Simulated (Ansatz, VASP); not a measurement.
## Two plane-wave programs on Pd

```
Pd
1.0
     0.00000    1.92114    1.92114
     1.92114    0.00000    1.92114
     1.92114    1.92114    0.00000
Pd
1
Direct
  0.00000 0.00000 0.00000
```

Alike in both runs: task single point; functional LDA; k mesh 14 × 14 × 14; occupations fermi-dirac, width 0.1 eV; no spin polarisation.

|  | VASP | Ansatz |
| --- | --- | --- |
| version | VASP 6.6.1 | Ansatz 0.2.0 |
| potentials or method | VASP PAW LDA potentials, release 64 (Pd) | plane waves (600 eV) with PAW, scalar-relativistic |
| plane-wave cutoff (eV) | 520 | 600 |
| valence electrons in the cell | 10 | 18 |

Ansatz gave:

| Quantity | Value |
| --- | --- |
| pressure (GPa) | -0.1 |

**Question.** What did VASP give for the same quantities?

**Answer.** Pressure (GPa): 0.2.

The two sets of potentials don't hold the same shells in valence. Ansatz warned: «pseudo_functional_mismatch».
